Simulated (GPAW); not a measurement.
# ZrS (Fm-3m) in GPAW: notebook

Aim: see how the results for ZrS move with the level of theory and the settings. Levels: LDA, r2SCAN+D3(BJ). Tasks: equation of state.

All numbers are computed with GPAW 26.7.0; they aren't measurements. Logs are shortened: lines on timing, memory, paths and dates and some standing lists are left out, and cuts for length are marked. The log counts tension as positive stress, the text compression.

## Step 1: The crystal as given

It takes space group Fm-3m (No. 225, cubic). Conventional cell: a = 5.250 Å, b = 5.250 Å, c = 5.250 Å, α = 90.00°, β = 90.00°, γ = 90.00°. Zr (site symmetry m-3m) has 6 S at 2.62 Å as nearest neighbours. S (site symmetry m-3m) is surrounded by 6 Zr at 2.62 Å.

## Step 2: Equation of state, LDA

Contents of run.py:

```python
from ase import Atoms
from ase.eos import EquationOfState
from ase.io import Trajectory
from ase.units import GPa
from gpaw import GPAW, PW

atoms = Atoms(['Zr', 'S'],
              cell=[[0.0, 2.625, 2.625],
                    [2.625, 0.0, 2.625],
                    [2.625, 2.625, 0.0]],
              scaled_positions=[[0.0, 0.0, 0.0],
                                [0.5, 0.5, 0.5]],
              pbc=True)

traj = Trajectory('eos.traj', 'w')
volumes, energies = [], []
for x in [0.94, 0.96, 0.98, 1.0, 1.02, 1.04, 1.06]:
    a = atoms.copy()
    a.set_cell(atoms.cell * x**(1 / 3), scale_atoms=True)
    calc = GPAW(mode=PW(600),
                xc='LDA',
                kpts={'size': (7, 7, 7), 'gamma': True},
                occupations={'name': 'fermi-dirac', 'width': 0.05},
                nbands=19,
                convergence={'density': 1e-05, 'energy': 1e-05},
                maxiter=150,
                txt=f'eos-{x:.2f}.txt')
    a.calc = calc
    energies.append(a.get_potential_energy(force_consistent=True))
    volumes.append(a.get_volume())
    p = -a.get_stress()[:3].mean() / GPa
    calc.write(f'eos-{x:.2f}.gpw')
    traj.write(a)
    print(f'{x:.2f} {volumes[-1]:10.4f} A^3 {energies[-1]:14.6f} eV {p:9.3f} GPa', flush=True)

v0, e0, B = EquationOfState(volumes, energies, eos='birchmurnaghan').fit()
print(f'V0 = {v0:.4f} A^3, E0 = {e0:.6f} eV, B0 = {B / GPa:.2f} GPa')
```

Potentials or basis: the program's PAW data sets (release 1.2.1) made for this functional, pw.

Started as:

```
> OMP_NUM_THREADS=1 python run.py
```

The program printed:

```text
__  _  _
 | _ |_)|_||  |
 |__||  | ||/\| - 26.7.0

Input parameters:
  mode=PW(ecut=600.0),
  convergence={'density': 1e-05, 'energy': 1e-05},
  kpts=MonkhorstPack(size=(7, 7, 7), gamma=True),
  maxiter=150,
  nbands=19,
  occupations=Occupations(name='fermi-dirac', width=0.05),
  xc=XC(name='LDA')

Diagonalizing LCAO Hamiltonian
Converting LCAO to pw mode

               S

       Zr

Atoms  # Å, Bohr magnetons
|   | symbol |        x |        y |        z |    initial magnetic moments |
|---|--------|----------|----------|----------|-----------------------------|
| 0 |     Zr | 0.000000 | 0.000000 | 0.000000 | ( 0.0000,  0.0000,  0.0000) |
| 1 |      S | 2.589523 | 2.589523 | 2.589523 | ( 0.0000,  0.0000,  0.0000) |

Unit cell  # Å
| periodic |        x |        y |        z |  lengths |    angles |
|----------|----------|----------|----------|----------|-----------|
|      yes | 0.000000 | 2.589523 | 2.589523 | 3.662138 | 60.000000 |
|      yes | 2.589523 | 0.000000 | 2.589523 | 3.662138 | 60.000000 |
|      yes | 2.589523 | 2.589523 | 0.000000 | 3.662138 | 60.000000 |

Number of symmetries: 48
Symmetry operations  # r_c * U_cc + t_c -> r_c
|    | kind |            matrix            |
|----|------|------------------------------|
|  0 |  σ   |  1, 0, 0,  1, 0,-1,  1,-1, 0 |
|  1 |  C2  |  1, 0, 0,  1,-1, 0,  1, 0,-1 |
|  2 |  E   |  1, 0, 0,  0, 1, 0,  0, 0, 1 |
|  3 |  σ   |  1, 0, 0,  0, 0, 1,  0, 1, 0 |
|  4 |  C4  |  1, 0,-1,  1, 0, 0,  1,-1, 0 |
|  5 |  S6  |  1, 0,-1,  1,-1, 0,  1, 0, 0 |
|  6 |  σ   |  1, 0,-1,  0, 1,-1,  0, 0,-1 |
|  7 |  C3  |  1, 0,-1,  0, 0,-1,  0, 1,-1 |
|  8 |  S6  |  1,-1, 0,  1, 0, 0,  1, 0,-1 |
|  9 |  C4  |  1,-1, 0,  1, 0,-1,  1, 0, 0 |
| 10 |  C3  |  1,-1, 0,  0,-1, 1,  0,-1, 0 |
| 11 |  σ   |  1,-1, 0,  0,-1, 0,  0,-1, 1 |
| 12 |  σ   |  0, 1, 0,  1, 0, 0,  0, 0, 1 |
| 13 |  C4  |  0, 1, 0,  0, 1,-1, -1, 1, 0 |
| 14 |  C3  |  0, 1, 0,  0, 0, 1,  1, 0, 0 |
| 15 |  S6  |  0, 1, 0, -1, 1, 0,  0, 1,-1 |
| 16 |  C2  |  0, 1,-1,  1, 0,-1,  0, 0,-1 |
| 17 |  σ   |  0, 1,-1,  0, 1, 0, -1, 1, 0 |
| 18 |  S4  |  0, 1,-1,  0, 0,-1,  1, 0,-1 |
| 19 |  C4  |  0, 1,-1, -1, 1, 0,  0, 1, 0 |
| 20 |  C3  |  0, 0, 1,  1, 0, 0,  0, 1, 0 |
| 21 |  σ   |  0, 0, 1,  0, 1, 0,  1, 0, 0 |
| 22 |  S6  |  0, 0, 1,  0,-1, 1, -1, 0, 1 |
| 23 |  C4  |  0, 0, 1, -1, 0, 1,  0,-1, 1 |
| 24 |  S4  |  0, 0,-1,  1, 0,-1,  0, 1,-1 |
| 25 |  C3  |  0, 0,-1,  0, 1,-1,  1, 0,-1 |
| 26 |  C2  |  0, 0,-1,  0,-1, 0, -1, 0, 0 |
| 27 |  S6  |  0, 0,-1, -1, 0, 0,  0,-1, 0 |
| 28 |  S4  |  0,-1, 1,  1,-1, 0,  0,-1, 0 |
| 29 |  C4  |  0,-1, 1,  0, 0, 1, -1, 0, 1 |
| 30 |  C2  |  0,-1, 1,  0,-1, 0,  1,-1, 0 |
| 31 |  σ   |  0,-1, 1, -1, 0, 1,  0, 0, 1 |
| 32 |  C3  |  0,-1, 0,  1,-1, 0,  0,-1, 1 |
| 33 |  S6  |  0,-1, 0,  0, 0,-1, -1, 0, 0 |
| 34 |  S4  |  0,-1, 0,  0,-1, 1,  1,-1, 0 |
| 35 |  C2  |  0,-1, 0, -1, 0, 0,  0, 0,-1 |
| 36 |  C2  | -1, 1, 0,  0, 1, 0,  0, 1,-1 |
| 37 |  S6  | -1, 1, 0,  0, 1,-1,  0, 1, 0 |
| 38 |  S4  | -1, 1, 0, -1, 0, 1, -1, 0, 0 |
| 39 |  C3  | -1, 1, 0, -1, 0, 0, -1, 0, 1 |
| 40 |  S6  | -1, 0, 1,  0, 0, 1,  0,-1, 1 |
| 41 |  C2  | -1, 0, 1,  0,-1, 1,  0, 0, 1 |
| 42 |  C3  | -1, 0, 1, -1, 1, 0, -1, 0, 0 |
| 43 |  S4  | -1, 0, 1, -1, 0, 0, -1, 1, 0 |
| 44 |  C2  | -1, 0, 0,  0, 0,-1,  0,-1, 0 |
| 45 |  i   | -1, 0, 0,  0,-1, 0,  0, 0,-1 |
| 46 |  σ   | -1, 0, 0, -1, 1, 0, -1, 0, 1 |
| 47 |  C2  | -1, 0, 0, -1, 0, 1, -1, 1, 0 |

BZ-sampling:
  Number of BZ points: 343
  Number of IBZ points: 20

  Monkhorst-Pack size: [7, 7, 7]
  Monkhorst-Pack shift: [0, 0, 0]

K-points  # in reciprocal-cell coordinates
|     |                                coordinates |     weight |
|-----|--------------------------------------------|------------|
|   0 | (  0.00000000,   0.00000000,   0.00000000) | 0.00291545 |
|   1 | (  0.14285714,   0.14285714,   0.00000000) | 0.01749271 |
|   2 | (  0.14285714,   0.14285714,   0.14285714) | 0.02332362 |
|   3 | (  0.28571429,   0.14285714,   0.14285714) | 0.03498542 |
|   4 | (  0.28571429,   0.28571429,   0.00000000) | 0.01749271 |
|   5 | (  0.28571429,   0.28571429,   0.14285714) | 0.06997085 |
|   6 | (  0.28571429,   0.28571429,   0.28571429) | 0.02332362 |
|   7 | (  0.42857143,  -0.28571429,  -0.28571429) | 0.03498542 |
|   8 | (  0.42857143,   0.28571429,  -0.42857143) | 0.13994169 |
|   9 | (  0.42857143,   0.28571429,  -0.28571429) | 0.06997085 |
| ... |                                            |            |
|  19 | (  0.42857143,   0.42857143,   0.42857143) | 0.02332362 |

Plane wave coefficients: 1173
Cutoff: 600.0 eV

Spin-components: 1 (collinear spins)
Bands:           19
Projectors:      11
Spin-degeneracy: 2
Datatype:        complex128

Parallelization:
  kpt:    1
  domain: 1
  band:   1

Density:
  Valence electrons: 18.0
  Components: 1
  Grid points: [21 21 21]
  Charge: 0.0  # |e|

Potential:
  Grid points: [21 21 21]

species:
  Zr:
    name:    Zirconium
    Z:       40.0
    valence: 12
    core:    28
    charge:  0.0  # [|e|]
    compensation charges:
      type: gauss
      rc: 0.40  # [Å]
      lmax: 2
    cutoffs:
      filter: 2.39  # [Å]
      core: 1.59  # [Å]
    projectors
    | kind |    occ | energy [eV] | rcut [Å] |
    |------|--------|-------------|----------|
    |   4s |  2.000 |     -54.491 |    1.323 |
    |   5s |  2.000 |      -4.587 |    1.323 |
    |   4p |  6.000 |     -32.510 |    1.334 |
    |   5p |  0.000 |      -1.548 |    1.334 |
    |   4d |  2.000 |      -3.736 |    1.244 |
    |    d |        |      23.475 |    1.244 |

    Using partial waves for Zr as LCAO basis

  S:
    name:    Sulfur
    Z:       16.0
    valence: 6
    core:    10
    charge:  0.0  # [|e|]
    compensation charges:
      type: gauss
      rc: 0.24  # [Å]
      lmax: 2
    cutoffs:
      filter: 1.77  # [Å]
      core: 1.66  # [Å]
    projectors
    | kind |    occ | energy [eV] | rcut [Å] |
    |------|--------|-------------|----------|
    |   3s |  2.000 |     -17.278 |    0.974 |
    |   3p |  4.000 |      -7.106 |    0.979 |
    |    s |        |       9.933 |    0.974 |
    |    p |        |      20.105 |    0.979 |
    |    d |        |       0.000 |    0.900 |

    Using partial waves for S as LCAO basis

Reference energy: -108611.146639  # eV

eigensolver:
  PPCG
  Converge bands: occupied
  niter=2

density mixing:
  MSR1-Mixer
  Pratt-step length: 0.05
  Maximum mixing coefficient: 0.75
  Old densities: 10
  SVD Regularization: 0.005
  Good broyden scale: 1.0
  Trust region scale: 1.0
  Backstep threshold: 4.0
  History deletion threshold: 6.0
  Fourier metric: weight=20.0, sigma=0.015

occupation numbers:
  Fermi-Dirac:
    width: 0.0500  # eV

poisson solver:
  ecut: 4800.0  # eV

xc functional:
  name: None

convergence criteria:
- Maximum integral of absolute [dens]ity change: 1e-05 electrons / valence electron
- Maximum [total energy] change in last 3 cyles: 1e-05 eV / valence electron
- Maximum integral of absolute [eigenst]ate change: 4e-08 eV^2 / valence electron
maximum number of iterations: 150

SCF iterations
|iter     | |      energy | eigst |  dens |
|---------|-|-------------|-------|-------|
|iter:   1| |  -16.229302 | +0.38 |       |
|iter:   2| |  -16.208268 | -1.73 | -1.35 |
|iter:   3| |  -16.100425 | -2.00 | -1.39 |
|iter:   4| |  -16.102124 | -3.54 | -1.91 |
|iter:   5| |  -16.103112 | -4.27 | -2.22 |
|iter:   6| |  -16.103118 | -5.64 | -3.32 |
|iter:   7| |  -16.103120c| -7.28 | -4.07 |
|iter:   8| |  -16.103120c| -8.24c| -4.53 |
|iter:   9| |  -16.103120c| -9.28c| -5.78c|

Converged in 9 steps
Energy contributions relative to reference atoms: (reference = -108611.146639)

Energy contributions:
  Kinetic:           8.741957
  Coulomb:          -8.170505
  Zero:              0.371209
  External:          0.000000
  Xc:              -17.039690
  Entropy:          -0.012182
  Spinorbit:         0.000000
  ----------------------------
  Free energy:     -16.109211
  Extrapolated:    -16.103120

dipole moment: (-18.909891, -18.909891, -18.909891)  # |e|*Ang

Fermi level: 11.485
Eigenvalues  # (at kpt = [0.000, 0.000, 0.000])
| band index |      eig [eV] | occ [0-2] |
|------------|---------------|-----------|
|          0 |       -38.280 |     2.000 |
|        ... |               |           |
|          5 |         8.033 |     2.000 |
|          6 |         8.033 |     2.000 |
|          7 |         8.033 |     2.000 |
|          8 |        10.052 |     2.000 |
|          9 |        10.052 |     2.000 |
|         10 |        10.052 |     2.000 |
|         11 |        10.758 |     2.000 |
|         12 |        10.758 |     2.000 |
|         13 |        13.647 |     0.000 |
|         14 |        18.767 |     0.000 |
|         15 |        24.068 |     0.000 |
|         16 |        24.068 |     0.000 |
|         17 |        24.068 |     0.000 |
|         18 |        28.358 |     0.000 |

No gap
No difference between direct/indirect transitions

Stress tensor  # eV/Ang^3
|        x |        y |        z |
|----------|----------|----------|
| 0.029067 | 0.000000 | 0.000000 |
| 0.000000 | 0.029067 | 0.000000 |
| 0.000000 | 0.000000 | 0.029067 |

# Writing to eos-0.96.gpw (mode='')
```

Wall time 80 s (1 thread of Arm Neoverse V1, shared host); peak memory 0.18 GiB.

Results:

```yaml
Equilibrium_volume: "16.84 Å³/atom (rough: see the caveat)"
Bulk_modulus: 157 GPa (rough)
```

Energy against volume, from the lowest point:
```csv
volume (Å³/atom),energy (meV/atom)
17.003,0.00
17.364,6.82
17.726,20.09
18.088,39.07
18.450,63.10
18.811,91.70
19.173,124.28
```

Caveat: the minimum lies outside the volumes run.

## Step 3: Equation of state, r2SCAN+D3(BJ)

Contents of run.py:

```python
from ase.calculators.mixing import SumCalculator
from ase.eos import EquationOfState
from ase.io import Trajectory, read
from ase.units import GPa
from dftd3.ase import DFTD3
from gpaw import GPAW, PW

atoms = read('ZrS.xyz')

traj = Trajectory('eos.traj', 'w')
volumes, energies = [], []
for x in [0.94, 0.96, 0.98, 1.0, 1.02, 1.04, 1.06]:
    a = atoms.copy()
    a.set_cell(atoms.cell * x**(1 / 3), scale_atoms=True)
    calc = GPAW(mode=PW(600),
                xc='MGGA_X_R2SCAN+MGGA_C_R2SCAN',
                kpts={'size': (7, 7, 7), 'gamma': True},
                occupations={'name': 'fermi-dirac', 'width': 0.05},
                nbands=19,
                convergence={'density': 1e-05, 'energy': 1e-05},
                maxiter=150,
                txt=f'eos-{x:.2f}.txt')
    a.calc = SumCalculator([calc, DFTD3(method='r2scan', damping='d3bj')])
    energies.append(a.get_potential_energy())
    volumes.append(a.get_volume())
    p = -a.get_stress()[:3].mean() / GPa
    calc.write(f'eos-{x:.2f}.gpw')
    traj.write(a)
    print(f'{x:.2f} {volumes[-1]:10.4f} A^3 {energies[-1]:14.6f} eV {p:9.3f} GPa', flush=True)

v0, e0, B = EquationOfState(volumes, energies, eos='birchmurnaghan').fit()
print(f'V0 = {v0:.4f} A^3, E0 = {e0:.6f} eV, B0 = {B / GPa:.2f} GPa')
```

Contents of ZrS.xyz:

```xyz
2
Lattice="0.0000000000 2.6250000000 2.6250000000 2.6250000000 0.0000000000 2.6250000000 2.6250000000 2.6250000000 0.0000000000" Properties=species:S:1:pos:R:3 pbc="T T T"
Zr     0.0000000000      0.0000000000      0.0000000000
S      2.6250000000      2.6250000000      2.6250000000
```

Potentials or basis: GPAW PAW data sets (gpaw-data 1.2.1), pw.

Started as:

```
> OMP_NUM_THREADS=1 python run.py
```

It took 5.8 min on 1 thread of Arm Neoverse V1, shared host; peak memory 0.95 GiB.

Results (log left out):

```yaml
Equilibrium_volume: "17.54 Å³/atom (rough: see the caveat)"
Bulk_modulus: 144 GPa (rough)
```

Energy against volume, from the lowest point:
```csv
volume (Å³/atom),energy (meV/atom)
17.003,7.13
17.364,0.00
17.726,0.06
18.088,6.50
18.450,18.43
18.811,35.72
19.173,57.55
```

Caveat: the points scatter about the fit; the PAW data sets were made with another functional, which shifts forces and pressure a little.
